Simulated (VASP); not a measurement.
# InP (F-43m) in VASP: a series of runs

The runs below take InP through single point, with PBEsol.

Program: VASP 6.6.1. These are calculated values, not measurements. Logs are shortened: lines on timing, memory, paths and dates and some standing lists are left out, and cuts for length are marked.

**What was measured.**

From a printed reference work, data compilation, for a bulk crystal of InP at 1.6 K: band gap 1.4236 eV (direct).

How close the calculation comes is told below.

### Step 1. The cell of the first run

It takes space group F-43m (No. 216, cubic). Conventional cell: a = 5.908 Å, b = 5.908 Å, c = 5.908 Å, α = 90.00°, β = 90.00°, γ = 90.00°. In (site symmetry -43m) has 4 P at 2.56 Å within 3.4 Å. P (site symmetry -43m) has 4 In at 2.56 Å within 3.4 Å.

### Step 2. Single point, PBEsol

File INCAR:

```
PREC     = Accurate       # precision mode
ENCUT    = 500            # plane-wave cutoff, eV
EDIFF    = 1E-6           # SCF threshold, eV
ISMEAR   = 0              # smearing method
SIGMA    = 0.01           # smearing width, eV
LREAL    = False          # projectors in reciprocal space
LASPH    = True           # aspherical terms in the spheres
NELM     = 120            # most SCF steps
ALGO     = Normal         # electronic algorithm
ISIF     = 2              # what is computed and relaxed
LWAVE    = False          # write WAVECAR
LCHARG   = True           # write CHGCAR
GGA      = PS             # functional
LELF     = True           # ELF
LVHAR    = True         
NBANDS   = 16             # bands
GGA_COMPAT= False
```

File KPOINTS:

```
regular mesh
0
Gamma
  5 5 5
```

File POSCAR:

```
InP
1.0
    0.0000000000      2.9538133435      2.9538133435
    2.9538133435      0.0000000000      2.9538133435
    2.9538133435      2.9538133435      0.0000000000
In P
1 1
Direct
    0.0000000000      0.0000000000      0.0000000000
    0.2500000000      0.2500000000      0.2500000000
```

Potentials or basis: VASP PAW PBE potentials, release 64 (In_d, P).

The run is started by

```console
> cat potpaw_PBE.64/In_d/POTCAR potpaw_PBE.64/P/POTCAR > POTCAR
> mpirun -np 1 vasp_std > vasp.out
```

OUTCAR:

```text
PREC = Accurate
   ENCUT = 500
   EDIFF = 1E-6
   ISMEAR = 0
   LREAL = False
   LASPH = True
   NELM = 120
   ISIF = 2
   GGA = PS

 ion  position               nearest neighbor table
   1  0.000  0.000  0.000-   2 2.56   2 2.56   2 2.56   2 2.56
   2  0.250  0.250  0.250-   1 2.56   1 2.56   1 2.56   1 2.56

  LATTYP: Found a face centered cubic cell.
 ALAT       =     5.9076266870

  Lattice vectors:

 A1 = (   0.0000000000,   2.9538133435,   2.9538133435)
 A2 = (   2.9538133435,   0.0000000000,   2.9538133435)
 A3 = (   2.9538133435,   2.9538133435,   0.0000000000)

Analysis of symmetry for initial positions (statically):
=====================================================================
 Subroutine PRICEL returns:
 Original cell was already a primitive cell.

 Routine SETGRP: Setting up the symmetry group for a
 face centered cubic supercell.

 Subroutine GETGRP returns: Found 24 space group operations
 (whereof 24 operations were pure point group operations)
 out of a pool of 48 trial point group operations.

The static configuration has the point symmetry T_d .

Analysis of symmetry for dynamics (positions and initial velocities):
=====================================================================
 Subroutine PRICEL returns:
 Original cell was already a primitive cell.

 Routine SETGRP: Setting up the symmetry group for a
 face centered cubic supercell.

 Subroutine GETGRP returns: Found 24 space group operations
 (whereof 24 operations were pure point group operations)
 out of a pool of 48 trial point group operations.

The dynamic configuration has the point symmetry T_d .

 Subroutine INISYM returns: Found 24 space group operations
 (whereof 24 operations are pure point group operations),
 and found     1 'primitive' translations

----------------------------------------------------------------------------------------

                                     Primitive cell

  volume of cell :      51.5441

  direct lattice vectors                    reciprocal lattice vectors
     0.000000000  2.953813343  2.953813343    -0.169272714  0.169272714  0.169272714
     2.953813343  0.000000000  2.953813343     0.169272714 -0.169272714  0.169272714
     2.953813343  2.953813343  0.000000000     0.169272714  0.169272714 -0.169272714

  length of vectors
     4.177322891  4.177322891  4.177322891     0.293188940  0.293188940  0.293188940

  position of ions in fractional coordinates (direct lattice)
     0.000000000  0.000000000  0.000000000
[... 62 lines left out ...]
   NELM   =    120;   NELMIN=  2; NELMDL= -5     # of ELM steps
   EDIFF  = 0.1E-05   stopping-criterion for ELM
   LREAL  =      F    real-space projection
   EDIFFG = 0.1E-04   stopping-criterion for IOM
   NSW    =      0    number of steps for IOM
   IBRION =     -1    ionic relax: 0-MD 1-quasi-New 2-CG
   NFREE  =      0    steps in history (QN), initial steepest desc. (CG)
   ISIF   =      2    stress and relaxation
   ISYM   =      2    0-nonsym 1-usesym 2-fastsym
   POTIM  = 0.5000    time-step for ionic-motion
   TEBEG  =    0.0;   TEEND  =   0.0 temperature during run
   PSTRESS=    0.0 pullay stress
   NELECT =      18.0000    total number of electrons
   NUPDOWN=      -1.0000    fix difference up-down
   EMIN   =  10.00;   EMAX   =-10.00  energy-range for DOS
   EFERMI =   0.00;   METHOD = LEGACY
   ISMEAR =     0;   SIGMA  =   0.01  broadening in eV -4-tet -1-fermi 0-gaus
   EFERMI_NEDOS =   21; number of points for ismear=-14 and -15
   IALGO  =     38    algorithm
   IMIX   =      4    mixing-type and parameters
     AMIX     =   0.40;   BMIX     =  1.00
     AMIX_MAG =   1.60;   BMIX_MAG =  1.00
  volume/ion in A,a.u.               =      25.77       173.92
  Fermi-wavevector in a.u.,A,eV,Ry     =   1.152850  2.178570 18.082986  1.329062
  Thomas-Fermi vector in A             =   2.289498
   LORBIT       =      0    0 simple, 1 ext, 2 COOP (PROOUT), +10 PAW based schemes
   GGA     = PS    functional components
   LHFCALC =     F    Hartree Fock is set to
   AEXX    =    0.0000 exact exchange contribution
   IVDW    =     0    specifies the selected vdW correction
   LEPSILON=     F    determine dielectric tensor
   LRPA    =     F    only Hartree local field effects (RPA)
 non-spin polarized calculation
 Gauss-broadening in eV      SIGMA  =   0.01
  energy-cutoff  :      500.00
  volume of cell :       51.54
 maximum number of plane-waves:      1363
   NGX = 15   NGY = 15   NGZ = 15

 number of electron      17.9999996 magnetization

 Free energy of the ion-electron system (eV)
  ---------------------------------------------------
  ext. energy  EPLUGINS =         0.00000000
  ---------------------------------------------------
  free energy    TOTEN  =        -9.11645520 eV

  energy without entropy =       -9.11645520  energy(sigma->0) =       -9.11645520

 E-fermi :   4.9480     XC(G=0):  -9.3682

 val. band max:        4.8528000858   @ k =   0.0000   0.0000   0.0000
 cond. band min:       5.3331091962   @ k =   0.0000   0.0000   0.0000
 fundamental gap:      0.4803091104
 Fermi energy:         4.9479639483

 k-point     1 :       0.0000    0.0000    0.0000
  band No.  band energies     occupation
      1      -9.2701      2.00000
      2      -9.2701      2.00000
      3      -9.2701      2.00000
      4      -9.1280      2.00000
      5      -9.1280      2.00000
      6      -6.5362      2.00000
[... 167 lines left out ...]
      3      -9.1879      2.00000
      4      -9.1472      2.00000
      5      -9.1122      2.00000
      6      -4.3992      2.00000
[... 8 lines left out ...]
     15      15.3260      0.00000
     16      17.2273      0.00000

------------------------ aborting loop because EDIFF is reached ----------------------------------------

  FORCE on cell =-STRESS in cart. coord.  units (eV):
  Direction    XX          YY          ZZ          XY          YZ          ZX
  --------------------------------------------------------------------------------------
  -------------------------------------------------------------------------------------
  Total       -0.3079183     -0.3079183     -0.3079183     -0.0000000     -0.0000000      0.0000000
  in kB       -9.5712107     -9.5712107     -9.5712107     -0.0000000     -0.0000000      0.0000000
  external PRESSURE =      -9.5712107 kB  Pullay stress =       0.0000000 kB

 VOLUME and BASIS-vectors are now :
 -----------------------------------------------------------------------------
  energy-cutoff  :      500.00
  volume of cell :       51.54
      direct lattice vectors                 reciprocal lattice vectors
     0.000000000  2.953813343  2.953813343    -0.169272714  0.169272714  0.169272714
     2.953813343  0.000000000  2.953813343     0.169272714 -0.169272714  0.169272714
     2.953813343  2.953813343  0.000000000     0.169272714  0.169272714 -0.169272714

 POSITION                                       TOTAL-FORCE (eV/Angst)
 -----------------------------------------------------------------------------------
      0.00000      0.00000      0.00000         0.000000      0.000000      0.000000
      1.47691      1.47691      1.47691        -0.000000     -0.000000     -0.000000
 -----------------------------------------------------------------------------------
    total drift:                                0.000000      0.000000     -0.000000

  FREE ENERGIE OF THE ION-ELECTRON SYSTEM (eV)
  ---------------------------------------------------
  free  energy   TOTEN  =        -9.1164551993 eV

  energy  without entropy=       -9.1164551993  energy(sigma->0) =       -9.11645520
```

OSZICAR:

```text
N       E                     dE             d eps       ncg     rms          rms(c)
DAV:   1     0.111141271441E+03    0.11114E+03   -0.80703E+03   328   0.119E+03
DAV:   2    -0.264514620859E+01   -0.11379E+03   -0.10814E+03   376   0.293E+02
DAV:   3    -0.934220305991E+01   -0.66971E+01   -0.66747E+01   432   0.686E+01
DAV:   4    -0.951574544730E+01   -0.17354E+00   -0.17352E+00   384   0.127E+01
DAV:   5    -0.952414657160E+01   -0.84011E-02   -0.84010E-02   496   0.235E+00    0.527E+00
DAV:   6    -0.915245748922E+01    0.37169E+00   -0.57714E-01   512   0.131E+01    0.308E+00
DAV:   7    -0.911863436558E+01    0.33823E-01   -0.13878E-01   440   0.325E+00    0.109E+00
DAV:   8    -0.911610335468E+01    0.25310E-02   -0.14134E-02   408   0.136E+00    0.290E-01
DAV:   9    -0.911635543157E+01   -0.25208E-03   -0.11564E-03   392   0.377E-01    0.136E-01
DAV:  10    -0.911642270703E+01   -0.67275E-04   -0.15020E-04   480   0.142E-01    0.821E-02
DAV:  11    -0.911645588225E+01   -0.33175E-04   -0.53204E-05   376   0.788E-02    0.336E-02
DAV:  12    -0.911645519929E+01    0.68296E-06   -0.46675E-06   328   0.186E-02
   1 F= -.91164552E+01 E0= -.91164552E+01  d E =-.632493E-43
```

stdout:

```text
POSCAR found type information on POSCAR InP
 POSCAR found :  2 types and       2 ions
 scaLAPACK will be used
 -----------------------------------------------------------------------------
|                                                                             |
|                                                                             |
|     You enforced a specific xc type in the INCAR file but a different       |
|     I HOPE YOU KNOW WHAT YOU ARE DOING!                                     |
|                                                                             |
 -----------------------------------------------------------------------------

 LDA part: xc-table for (Slater+PW92), standard interpolation
 POSCAR, INCAR and KPOINTS ok, starting setup
 FFT: planning ... GRIDC
 FFT: planning ... GRID_SOFT
 FFT: planning ... GRID
 WAVECAR not read
 entering main loop
```

Run time: 6.5 s. Hardware: 1 thread of AMD EPYC 7R13 (Zen 3), shared host; peak memory 0.13 GiB.

Results:

- Free energy: -9.1165 eV
- Pressure: -1.0 GPa
- Band gap on the k mesh: 0.48 eV, direct

Caveat: the PAW data sets were made with another functional, which shifts forces and pressure a little; spin-orbit coupling is left out, which moves the levels of the heavy elements.

(Continued in part 2 of 2.)
